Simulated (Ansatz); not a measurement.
# HfSiO4 (Hafnon) (I4_1/amd) in Ansatz: a series of runs

Aim: see how the results for HfSiO4 (Hafnon) move with the level of theory and the settings. Levels: revPBE, revPBE+D4. Tasks: relaxation of cell and atoms.

Program: Ansatz 0.2.0. These are calculated values, not measurements. Logs are shortened: lines on timing, memory, paths and dates and some standing lists are left out, and cuts for length are marked.

### Step 1. The structure

The structure is tetragonal, space group I4_1/amd (No. 141). The conventional cell has a = 6.572 Å, b = 6.572 Å, c = 5.963 Å, α = 90.00°, β = 90.00°, γ = 90.00°. Hf (site symmetry -4m2) has 8 O at 2.11 to 2.26 Å as nearest neighbours. Around Si (site symmetry -4m2) lie 4 O at 1.62 Å. O (site symmetry m) has 1 Si at 1.62 Å as nearest neighbours.

### Step 2. Relaxation of cell and atoms, revPBE

input.yaml

```yaml
crystal:
  lattice:
    - [-3.28625, 3.28625, 2.9816]
    - [3.28625, -3.28625, 2.9816]
    - [3.28625, 3.28625, -2.9816]
  atoms:
    - { symbol: Hf, position: [0.0, 0.0, 0.0] }
    - { symbol: Hf, position: [0.75, 0.25, 0.5] }
    - { symbol: Si, position: [0.5, 0.5, 0.0] }
    - { symbol: Si, position: [0.25, 0.75, 0.5] }
    - { symbol: O, position: [0.6802, 0.4957, 0.8155] }
    - { symbol: O, position: [0.2457, 0.9302, 0.3155] }
    - { symbol: O, position: [0.6802, 0.8647, 0.1845] }
    - { symbol: O, position: [0.6147, 0.9302, 0.6845] }
    - { symbol: O, position: [0.0698, 0.3853, 0.3155] }
    - { symbol: O, position: [0.5043, 0.3198, 0.1845] }
    - { symbol: O, position: [0.0698, 0.7543, 0.6845] }
    - { symbol: O, position: [0.1353, 0.3198, 0.8155] }
hamiltonian:
  xc: revpbe
  pseudopotentials: { kind: paw }
kpoints:
  mp_grid: { grid: [6, 6, 6] }
scf:
  occupations: { method: fermi_dirac, width: 0.05 }
output:
  forces: true
  stress: true
  eigenvalues: true
relax:
  f_tol: 0.01
  max_steps: 40
  cell: { stress_tol: 0.05 }
```

Potentials or basis: Ansatz PAW.

The run is started by

```
ansatz run input.yaml --threads 4 --pin off --max-ram 11264MiB --backend cpu --events-out ev --progress --plain --runs-dir out
```

The program printed:

```text
Warning: RAYON_NUM_THREADS=4 ignored (pool sized by the plan → 4); use --threads N
Engine: ansatz 0.2.0, aarch64-unknown-linux-gnu
Pseudopotentials: kind: paw
Pseudopotential: Hf, paw, valence charge 26, recommended cutoff 420 eV (normal), Hf.paw.azcp
Pseudopotential: Si, paw, valence charge 4, recommended cutoff 420 eV (normal), Si.paw.azcp
Pseudopotential: O, paw, valence charge 6, recommended cutoff 420 eV (normal), O.paw.azcp
Functional definition: revPBE
  parameter kappa = 1.245
  parameter beta = 0.06672455060314922
  exchange = pbe_x(kappa = kappa, mu = beta*pi^2/3)
  correlation = pbe_c(beta = beta)
Crystal: 12 atoms, lattice volume = 128.798 Å³
Basis set: ecut = 420 eV, 2513 PW (Γ), exchange–correlation on 80×80×80 points (8 copies of the dense FFT grid, shifted against one another)
Bands: 66, of which v1, the nominal top of the filled ones, is band 54 counted from 1 (53 counted from 0)
Symmetry: 16 space group operations
Space group: I41/amd (ITA 141), of the structure as read, at distance tolerance 5.1e-5 Å
k-points: 30 of 216
Non-local potential: Hf, projectors of the file, l = 0: 3, l = 1: 2, l = 2: 2, l = 3: 3
Non-local potential: Si, projectors of the file, l = 0: 2, l = 1: 2, l = 2: 2
Non-local potential: O, projectors of the file, l = 0: 2, l = 1: 2, l = 2: 1
PAW form: soft (Blöchl's): semilocal exchange-correlation on the pseudo side does not see the compensation charge
PAW frozen core: Hf, regenerated for the run's functional, and the local potential with it (the file was generated under x = pbe(κ = 0.804, μ = 0.2195149727645171), c = pbe(β = 0.06672455060314922))
[... 142 lines left out ...]
  atom   8  O      0.00000000    -0.00023850     0.00071908
  atom   9  O      0.00023850     0.00000000    -0.00071908
  atom  10  O     -0.00000000    -0.00023850    -0.00071908
  atom  11  O     -0.00023850     0.00000000    -0.00071908
  atom  12  O     -0.00000000     0.00023850    -0.00071908
  max |Σ_I F_I| component: 5.64e-18 eV/Å
--- Stress (GPa, compression-positive) ---
       -0.007091      -0.000000       0.000000
       -0.000000      -0.007091      -0.000000
        0.000000       0.000000      -0.028134
  P = ⅓ Tr σ = -0.0141 GPa (-0.141 kbar)
--- Band table (eV; the first three rows and the last of 30) ---
  k-point 0: bands = ["-51.1898", "-51.1833", "-19.9221", "-19.9221", "-19.8590", "-19.8503", "-19.7760", "-19.7760", "-9.4915", "-8.5390", "-7.7801", "-7.6757", "-7.2164", "-7.2164", "-7.2030", "-7.2030", "-1.0772", "-1.0747", "-1.0715", "-1.0715", "-1.0625", "-1.0625", "-1.0572", "-1.0572", "-1.0550", "-1.0497", "-1.0475", "-1.0475", "-1.0433", "-1.0433", "1.9858", "3.5146", "3.8962", "4.4065", "4.4065", "5.0990", "5.3457", "5.7098", "6.3528", "6.4794", "6.4794", "6.6933", "7.1129", "7.1129", "7.9938", "7.9938", "8.7421", "8.7421", "8.7843", "8.8078", "8.9154", "8.9154", "8.9975", "9.4998", "15.0997", "15.4093", "15.4712", "15.5311", "15.5311", "16.4053", "16.4300", "16.6872", "16.6872", "17.2376", "18.3857", "19.0802"]
  k-point 1: bands = ["-51.1894", "-51.1838", "-19.9265", "-19.9129", "-19.8637", "-19.8442", "-19.7865", "-19.7729", "-9.4045", "-8.5568", "-7.7474", "-7.6550", "-7.2781", "-7.2652", "-7.2471", "-7.2369", "-1.0794", "-1.0737", "-1.0736", "-1.0689", "-1.0659", "-1.0612", "-1.0578", "-1.0577", "-1.0571", "-1.0539", "-1.0506", "-1.0461", "-1.0450", "-1.0423", "2.1959", "3.6765", "4.0551", "4.3410", "4.4165", "5.2839", "5.5145", "5.8606", "5.8716", "6.1035", "6.7163", "6.9303", "6.9471", "7.0082", "7.9816", "8.0670", "8.5429", "8.6260", "8.6872", "8.7297", "8.7809", "8.8228", "8.9976", "9.3926", "15.0147", "15.2110", "15.4588", "15.5251", "15.9284", "16.4065", "16.4779", "16.6552", "16.8300", "17.6682", "18.6379", "19.1070"]
  k-point 2: bands = ["-51.1882", "-51.1850", "-19.9272", "-19.8907", "-19.8876", "-19.8152", "-19.8146", "-19.7743", "-9.1705", "-8.6492", "-7.6618", "-7.6026", "-7.4165", "-7.3753", "-7.3223", "-7.3217", "-1.0805", "-1.0777", "-1.0719", "-1.0716", "-1.0666", "-1.0655", "-1.0641", "-1.0582", "-1.0581", "-1.0563", "-1.0550", "-1.0449", "-1.0440", "-1.0429", "2.7510", "3.8916", "4.3290", "4.4866", "4.5482", "5.3582", "5.4696", "5.4923", "5.9289", "6.1162", "6.5159", "6.7386", "7.0640", "7.2744", "7.5534", "8.0464", "8.2375", "8.3050", "8.4189", "8.6668", "8.6956", "8.7593", "8.9454", "9.1416", "14.8770", "14.9210", "15.5375", "15.6073", "16.1864", "16.2054", "16.7800", "17.0992", "17.1965", "18.2180", "18.8252", "18.9512"]
  k-point 29: bands = ["-51.1866", "-51.1866", "-19.9326", "-19.9326", "-19.8555", "-19.8555", "-19.7668", "-19.7668", "-8.9646", "-8.9646", "-7.8139", "-7.8139", "-7.2987", "-7.2987", "-7.1342", "-7.1342", "-1.0748", "-1.0748", "-1.0709", "-1.0709", "-1.0633", "-1.0633", "-1.0610", "-1.0610", "-1.0578", "-1.0578", "-1.0537", "-1.0537", "-1.0378", "-1.0378", "2.7517", "2.7517", "4.4232", "4.4232", "4.8840", "4.8840", "5.9295", "5.9295", "6.5465", "6.5465", "6.6194", "6.6194", "7.6167", "7.6167", "7.8692", "7.8692", "8.1155", "8.1155", "8.2483", "8.2483", "8.4786", "8.4786", "8.6190", "8.6190", "15.5368", "15.5368", "15.8355", "15.8355", "15.9985", "15.9985", "16.6856", "16.6856", "17.4411", "17.4411", "18.9750", "18.9750"]
--- Relaxed structure (7 steps of the walk, 7 accepted, 2 SCFs on fresh bases) ---
  F+E_penalty+E_count = -37303.62550411 eV   max|allowed force component| = 7.191e-4 eV/Å   (the final SCF, on the basis selected at the relaxed cell)
  cell:  # Å, volume = 134.9468 Å³
    - [-3.342951768430881, 3.342951768430881, 3.0188558810711865]
    - [3.342951768430881, -3.342951768430881, 3.0188558810711865]
    - [3.342951768430881, 3.342951768430881, -3.0188558810711865]
  atoms:
    - { symbol: Hf, position: [5.444907324814839e-20, 1.0050051584769756e-19, 3.436674820861262e-21] }
    - { symbol: Hf, position: [0.75, 0.24999999999999994, 0.49999999999999994] }
    - { symbol: Si, position: [0.49999999999999994, 0.49999999999999994, 3.43667482086196e-21] }
    - { symbol: Si, position: [0.24999999999999994, 0.75, 0.49999999999999994] }
    - { symbol: O, position: [0.6810269938199447, 0.49719281957250044, 0.8161658257525557] }
    - { symbol: O, position: [0.24719281957250022, 0.9310269938199447, 0.31616582575255553] }
    - { symbol: O, position: [0.6810269938199448, 0.8648611680673892, 0.18383417424744444] }
    - { symbol: O, position: [0.6148611680673892, 0.9310269938199448, 0.6838341742474444] }
    - { symbol: O, position: [0.0689730061800553, 0.38513883193261095, 0.31616582575255564] }
    - { symbol: O, position: [0.5028071804274996, 0.3189730061800552, 0.18383417424744444] }
    - { symbol: O, position: [0.06897300618005536, 0.7528071804274998, 0.6838341742474444] }
    - { symbol: O, position: [0.135138831932611, 0.3189730061800553, 0.8161658257525557] }
```

It took 35 s on 4 threads of Arm Neoverse V2, shared host; peak memory 0.67 GiB.

Results:

| Property | Result |
| --- | --- |
| Free energy | -37303.6255 eV |
| Relaxed volume | 11.25 Å³/atom |
| Relaxed cell | a = 5.609 Å, b = 5.609 Å, c = 5.609 Å, α = 106.84°, β = 106.84°, γ = 114.88° |
| Space group after relaxing (to 0.05 Å) | I4_1/amd (No. 141) |
| Energy gained by relaxing | 16.7 meV/atom |
| Ionic steps | 9 |
| Pressure after relaxing | 0.0 GPa |
| Band gap on the k mesh | 5.30 eV, indirect (least direct gap 5.60 eV) |

Step by step:
```
step  energy change (eV)  largest force (eV/Å)  volume (Å³)
   1              0.0000                0.3638       128.80
   2             -0.1368                0.6254       134.34
   3             -0.1669                0.0747       134.57
   4             -0.1681                0.0323       134.60
   5             -0.1684                0.0133       134.62
   6             -0.1684                0.0003       134.64
   7             -0.2003                0.0009       134.64
   8             -0.1995                0.0007       134.95
   9             -0.2007                0.0008       134.95
```

Final structure:
```
CELL_PARAMETERS angstrom
-3.34295 3.34295 3.01886
3.34295 -3.34295 3.01886
3.34295 3.34295 -3.01886
ATOMIC_POSITIONS crystal
Hf 0.00000 0.00000 0.00000
Hf 0.75000 0.25000 0.50000
Si 0.50000 0.50000 0.00000
Si 0.25000 0.75000 0.50000
O 0.68103 0.49719 0.81617
O 0.24719 0.93103 0.31617
O 0.68103 0.86486 0.18383
O 0.61486 0.93103 0.68383
O 0.06897 0.38514 0.31617
O 0.50281 0.31897 0.18383
O 0.06897 0.75281 0.68383
O 0.13514 0.31897 0.81617
```

Caveat: the plane-wave basis is chosen anew once the cell has moved, so the energies of steps on either side of that aren't comparable; the pressure holds a Pulay correction of +0.6 GPa for the finite cutoff; spin-orbit coupling is left out, which moves the levels of the heavy elements; the PAW data sets come from PBE, with cores solved anew for the run's functional, which leaves a small shift of forces and pressure. Zero-point motion and thermal expansion aren't in these numbers.

[end of part 1 of 2]
